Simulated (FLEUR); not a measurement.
Crystal: HfO2.

```
Hf O
1.0
     3.55802    0.00000    0.00000
     0.00000    3.55802    0.00000
     0.00000    0.00000    5.17186
Hf O
2 4
Direct
  0.00000 0.00000 0.00000
  0.50000 0.50000 0.50000
  0.00000 0.50000 0.19721
  0.50000 0.00000 0.30279
  0.50000 0.00000 0.80279
  0.00000 0.50000 0.69721
```

Measurements of this composition are mostly on another form, of space group No. 14.

Base run:

| Property | Result |
| --- | --- |
| Program | FLEUR MaX-R8.1 (later development tree) |
| Functional | PBEsol |
| Potentials or basis | all-electron |
| Basis | FLAPW |
| Kmax | 5.37 1/bohr |
| k mesh | 8 × 8 × 5 |
| Occupations | fermi-dirac, width 0.05 eV |
| Spin | no spin polarisation |

Its results: band gap on the k mesh 4.64 eV, indirect (least direct gap 4.71 eV); largest force 0.092 eV/Å.

Question: The run is repeated on the same cell with these changes: functional from PBEsol to PBE. What comes out?

Answer: Band gap on the k mesh 4.77 eV, indirect (least direct gap 4.83 eV); largest force 0.138 eV/Å.

Caveats: spin-orbit coupling is left out, which moves the levels of the heavy elements; an odd mesh through Γ misses points on the zone boundary, where band edges often lie.

Not every run made on this cell is shown here.
